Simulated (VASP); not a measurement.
# Ge (P6_3/mmc) in VASP: further runs

Runs on Ge. Level: r2SCAN. Tasks: single point.

Program: VASP 6.6.1. These are calculated values, not measurements. Logs are shortened: lines on timing, memory, paths and dates and some standing lists are left out, and cuts for length are marked.

## (1) The structure

Symmetry: P6_3/mmc, No. 194, hexagonal system. Conventional cell: a = 3.998 Å, b = 3.998 Å, c = 6.599 Å, α = 90.00°, β = 90.00°, γ = 120.00°. Around Ge (site symmetry 3m) lie 4 Ge at 2.45 to 2.47 Å.

This isn't the form of Ge at room conditions, which is diamond.

## (2) Single point, r2SCAN

Contents of INCAR:

```
SYSTEM = Ge
ADDGRID = .False.
ALGO = Normal
EDIFF = 1E-6
ENCUT = 300
ISIF = 2
ISMEAR = 0
LASPH = .True.
LCHARG = .False.
LMIXTAU = .True.
LREAL = .False.
LWAVE = .False.
METAGGA = R2SCAN
NBANDS = 36
NELM = 100
PREC = Accurate
SIGMA = 0.05
```

Contents of KPOINTS:

```
k-points
0
Gamma
  7 7 4
  0 0 0
```

Contents of POSCAR:

```
Ge
1.0
    3.9975858431      0.0000000000      0.0000000000
   -1.9987929216      3.4620108940      0.0000000000
    0.0000000000      0.0000000000      6.5993779500
Ge
4
Direct
    0.3333333333      0.6666666667      0.9370987500
    0.6666666667      0.3333333333      0.4370987500
    0.3333333333      0.6666666667      0.5629012500
    0.6666666667      0.3333333333      0.0629012500
```

Potentials or basis: VASP PAW PBE potentials, release 64 (Ge_d).

Started as:

```console
> cat potpaw_PBE.64/Ge_d/POTCAR > POTCAR
> mpirun -np 1 vasp_std > vasp.out
```

OUTCAR:

```text
SYSTEM = Ge
   EDIFF = 1E-6
   ENCUT = 300
   ISIF = 2
   ISMEAR = 0
   LASPH = .True.
   LREAL = .False.
   METAGGA = R2SCAN
   NELM = 100
   PREC = Accurate

 Found     24 irreducible k-points:

 Following reciprocal coordinates:
            Coordinates               Weight
  0.000000  0.000000  0.000000      1.000000
  0.142857 -0.000000  0.000000      6.000000
  0.285714 -0.000000  0.000000      6.000000
  0.428571 -0.000000  0.000000      6.000000
  0.142857  0.142857  0.000000      6.000000
  0.285714  0.142857  0.000000     12.000000
   k-points           NKPTS =     24   k-points in BZ     NKDIM =     24   number of bands    NBANDS=     36
   number of dos      NEDOS =    301   number of ions     NIONS =      4
   total plane-waves  NPLWV =  23040
   dimension x,y,z NGX =    24 NGY =   24 NGZ =   40
   dimension x,y,z NGXF=    48 NGYF=   48 NGZF=   80
   ions per type =               4
   NGX,Y,Z   is equivalent  to a cutoff of   9.98,  9.98, 10.08 a.u.
   NGXF,Y,Z  is equivalent  to a cutoff of  19.96, 19.96, 20.15 a.u.
 SYSTEM =  Ge
   PREC   = accura    normal or accurate (medium, high low for compatibility)
   ISTART =      0    job   : 0-new  1-cont  2-samecut
   ICHARG =      2    charge: 1-file 2-atom 10-const
   ISPIN  =      1    spin polarized calculation?
   LNONCOLLINEAR =      F non collinear calculations
   LSORBIT =      F    spin-orbit coupling
   LASPH  =      T    aspherical Exc in radial PAW
   ENCUT  =  300.0 eV  22.05 Ry    4.70 a.u.   5.65  5.65  9.32*2*pi/ulx,y,z
   NELM   =    100;   NELMIN=  2; NELMDL= -5     # of ELM steps
   EDIFF  = 0.1E-05   stopping-criterion for ELM
   LREAL  =      F    real-space projection
   EDIFFG = 0.1E-04   stopping-criterion for IOM
   NSW    =      0    number of steps for IOM
   IBRION =     -1    ionic relax: 0-MD 1-quasi-New 2-CG
   NFREE  =      0    steps in history (QN), initial steepest desc. (CG)
   ISIF   =      2    stress and relaxation
   ISYM   =      2    0-nonsym 1-usesym 2-fastsym
   POTIM  = 0.5000    time-step for ionic-motion
   TEBEG  =    0.0;   TEEND  =   0.0 temperature during run
   PSTRESS=    0.0 pullay stress
   NELECT =      56.0000    total number of electrons
   NUPDOWN=      -1.0000    fix difference up-down
   EMIN   =  10.00;   EMAX   =-10.00  energy-range for DOS
   EFERMI =   0.00;   METHOD = LEGACY
   ISMEAR =     0;   SIGMA  =   0.05  broadening in eV -4-tet -1-fermi 0-gaus
   EFERMI_NEDOS =   21; number of points for ismear=-14 and -15
   IALGO  =     38    algorithm
   IMIX   =      4    mixing-type and parameters
     AMIX     =   0.40;   BMIX     =  1.00
     AMIX_MAG =   1.60;   BMIX_MAG =  1.00
  volume/ion in A,a.u.               =      22.83       154.09
  Fermi-wavevector in a.u.,A,eV,Ry     =   1.390789  2.628209 26.317650  1.934293
  Thomas-Fermi vector in A             =   2.514690
   LORBIT       =      0    0 simple, 1 ext, 2 COOP (PROOUT), +10 PAW based schemes
   METAGGA = R2SCAN    functional components
   LHFCALC =     F    Hartree Fock is set to
   AEXX    =    0.0000 exact exchange contribution
   IVDW    =     0    specifies the selected vdW correction
   LEPSILON=     F    determine dielectric tensor
   LRPA    =     F    only Hartree local field effects (RPA)
 non-spin polarized calculation
 Gauss-broadening in eV      SIGMA  =   0.05
  energy-cutoff  :      300.00
  volume of cell :       91.33
 maximum number of plane-waves:      1099
 NGX is ok and might be reduce to    24
   NGX = 11   NGY = 11   NGZ = 19

 number of electron      55.9999900 magnetization

 Free energy of the ion-electron system (eV)
  ---------------------------------------------------
  ext. energy  EPLUGINS =         0.00000000
  ---------------------------------------------------
  free energy    TOTEN  =       -55.37453699 eV

  energy without entropy =      -55.37427277  energy(sigma->0) =      -55.37440488

 E-fermi :   4.9345     XC(G=0): -10.7677

 val. band max:        4.8939308236   @ k =   0.0000   0.0000   0.0000
 cond. band min:       4.9581271778   @ k =   0.0000   0.0000   0.0000
 fundamental gap:      0.0641963542
 Fermi energy:         4.9344573886

 k-point     1 :       0.0000    0.0000    0.0000
  band No.  band energies     occupation
      1     -20.8124      2.00000
      2     -20.8124      2.00000
      3     -20.7740      2.00000
      4     -20.7723      2.00000
      5     -20.7722      2.00000
      6     -20.7596      2.00000
[... 28 lines left out ...]
     35       9.5947      0.00000
     36      11.4738      0.00000

 k-point     2 :       0.1429   -0.0000    0.0000
  band No.  band energies     occupation
      1     -20.8227      2.00000
      2     -20.8159      2.00000
      3     -20.7848      2.00000
      4     -20.7781      2.00000
      5     -20.7711      2.00000
      6     -20.7457      2.00000
[... 28 lines left out ...]
     35      10.4906      0.00000
     36      11.1953      0.00000

 k-point     3 :       0.2857   -0.0000    0.0000
  band No.  band energies     occupation
      1     -20.8322      2.00000
      2     -20.8200      2.00000
      3     -20.8011      2.00000
      4     -20.7873      2.00000
      5     -20.7639      2.00000
      6     -20.7336      2.00000
[... 28 lines left out ...]
     35      12.1065      0.00000
     36      12.3087      0.00000

 k-point     4 :       0.4286   -0.0000    0.0000
  band No.  band energies     occupation
      1     -20.8294      2.00000
      2     -20.8200      2.00000
      3     -20.8151      2.00000
      4     -20.7917      2.00000
      5     -20.7487      2.00000
      6     -20.7281      2.00000
[... 28 lines left out ...]
     35      12.5614      0.00000
     36      13.7480      0.00000

 k-point     5 :       0.1429    0.1429    0.0000
  band No.  band energies     occupation
      1     -20.8295      2.00000
      2     -20.8235      2.00000
      3     -20.7947      2.00000
      4     -20.7897      2.00000
      5     -20.7624      2.00000
      6     -20.7381      2.00000
[... 28 lines left out ...]
     35      10.7990      0.00000
     36      12.1541      0.00000

 k-point     6 :       0.2857    0.1429    0.0000
  band No.  band energies     occupation
      1     -20.8313      2.00000
      2     -20.8274      2.00000
      3     -20.8091      2.00000
      4     -20.8006      2.00000
      5     -20.7418      2.00000
      6     -20.7190      2.00000
[... 28 lines left out ...]
     35      11.3939      0.00000
     36      12.5001      0.00000

 [... further k-points ...]

------------------------ aborting loop because EDIFF is reached ----------------------------------------

  FORCE on cell =-STRESS in cart. coord.  units (eV):
  Direction    XX          YY          ZZ          XY          YZ          ZX
  --------------------------------------------------------------------------------------
  -------------------------------------------------------------------------------------
  Total       -0.8962467     -0.8962467     -1.0127142      0.0000000      0.0000000     -0.0000000
  in kB      -15.7220412    -15.7220412    -17.7651249      0.0000000      0.0000000     -0.0000000
  external PRESSURE =     -16.4030691 kB  Pullay stress =       0.0000000 kB

 VOLUME and BASIS-vectors are now :
 -----------------------------------------------------------------------------
  energy-cutoff  :      300.00
  volume of cell :       91.33
      direct lattice vectors                 reciprocal lattice vectors
     3.997585843  0.000000000  0.000000000     0.250150976  0.144424733  0.000000000
    -1.998792922  3.462010894  0.000000000     0.000000000  0.288849467  0.000000000
     0.000000000  0.000000000  6.599377950     0.000000000  0.000000000  0.151529433

 POSITION                                       TOTAL-FORCE (eV/Angst)
 -----------------------------------------------------------------------------------
     -0.00000      2.30801      6.18427        -0.000000      0.000000      0.008751
      1.99879      1.15400      2.88458         0.000000     -0.000000      0.008751
     -0.00000      2.30801      3.71480        -0.000000      0.000000     -0.008751
      1.99879      1.15400      0.41511         0.000000      0.000000     -0.008751
 -----------------------------------------------------------------------------------
    total drift:                               -0.000000      0.000000     -0.000000

  FREE ENERGIE OF THE ION-ELECTRON SYSTEM (eV)
  ---------------------------------------------------
  free  energy   TOTEN  =       -55.3745369917 eV

  energy  without entropy=      -55.3742727700  energy(sigma->0) =      -55.37440488
```

Run time: 89 s. Hardware: 1 thread of Intel Xeon 6975P-C (Granite Rapids), shared host; peak memory 0.17 GiB.

The run converged, but a check on its numbers failed (symmetry, net force, bounds or a known fault of this set-up), so they aren't taken as properties of the crystal.

Caveat: the cutoff lies under the usual one of these potentials, so the numbers hold a large basis-set error; the PAW data sets were made with another functional, which shifts forces and pressure a little; an odd mesh through Γ misses points on the zone boundary, where band edges often lie.

(Part 1 of 2 ends here.)
